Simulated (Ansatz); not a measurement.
GeO2 (alpha-quartz type, space group P3_121)

```xyz
9
Lattice="4.9907 0.0000 0.0000 -2.4954 4.3221 0.0000 0.0000 0.0000 5.6919" Properties=species:S:1:pos:R:3 pbc="T T T"
Ge     2.2518     0.0000     1.8973
Ge    -1.1259     1.9501     3.7946
Ge     1.3695     2.3720     0.0000
O      1.2071     1.3170     1.3983
O      3.2467     0.3869     3.2956
O      3.0324     2.6182     5.1929
O     -1.2883     3.0051     2.3963
O      0.5370     1.7039     4.2936
O      0.7513     3.9352     0.4990
```

The volume is varied about the relaxed value V₀ at fixed cell shape. The atoms relax within the cell's symmetry.

These are PBEsol (plane waves to 420 eV, PAW, scalar-relativistic; Ansatz, a program for electronic structure) values and carry that method's errors. k mesh 8×8×6 (Γ-centred), Fermi-Dirac smearing 0.05 eV. Stress and pressure are positive under compression. GeO2 was relaxed with its symmetry unable to fall. 

| V (Å³/atom) | P (GPa) |
|---|---|
| 11.459 | [?] |
| 11.896 | 6.9 |
| 12.332 | 4.8 |
| 12.769 | 2.9 |
| 13.205 | 1.3 |
| 13.642 | 0.0 |
| 14.078 | -1.2 |
| 14.515 | -2.2 |
| 14.952 | -3.0 |
| 15.388 | -3.8 |
| 15.825 | -4.5 |

Question: Some entries are withheld; supply them.

Answer: 
- 11.459, P (GPa): 9.5

(Under strain, the slope of the energy per volume gives the stress and its curvature an elastic modulus.)
